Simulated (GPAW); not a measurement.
Runs of GPAW 26.7.0 on MgO2. It takes space group Pa-3 (No. 205, cubic). Conventional cell: a = 4.829 Å, b = 4.829 Å, c = 4.829 Å, α = 90.00°, β = 90.00°, γ = 90.00°. Around Mg (site symmetry -3) lie 6 O at 2.07 Å. O (site symmetry 3) is surrounded by 1 O at 1.50 Å. The cell is a database's computed one.

```tsv
task	level	potentials or basis	cell	eigensolver	band path	band points	data set	optimizer	gap on the mesh (eV)	pressure (GPa)	largest force (eV/Å)
band structure	TPSS	GPAW PAW data sets (gpaw-data 1.2.1), pw	as given	davidson	GXMGRX,MR	80	-	-	(b)	4.5	(c)
band structure	LDA	JTH PAW 2.0, LDA, pw	as given	-	GXMGRX,MR	100	Mg jth, O jth	-	3.76	-6.0	0.62
band structure	LDA	the program's PAW data sets (release 1.2.1) made for this functional, other valence, pw	as given	-	GXMGRX,MR	80	Mg 2	-	3.74	(a)	0.59
relaxation of cell and atoms	PBEsol+D3	PAW data sets generated in the run's folder for this functional, pw	relaxed	-	-	-	-	BFGS	4.00	0.1	0.01
```

Alike in all rows: no spin polarisation; k mesh 4 × 4 × 4; cutoff (eV) 800; smearing fermi-dirac 0.05 eV.

Question: Fill in the values left out.

Answer: (a) -3.7; (b) 4.24; (c) 0.20.

Caveats: the PAW data sets were made with another functional, which shifts forces and pressure a little (some runs); the program truncates these outside data sets (some runs); later steps reuse the first step's grids (some runs).

A k mesh can miss the band edges.

Not every run made on this cell is shown here.
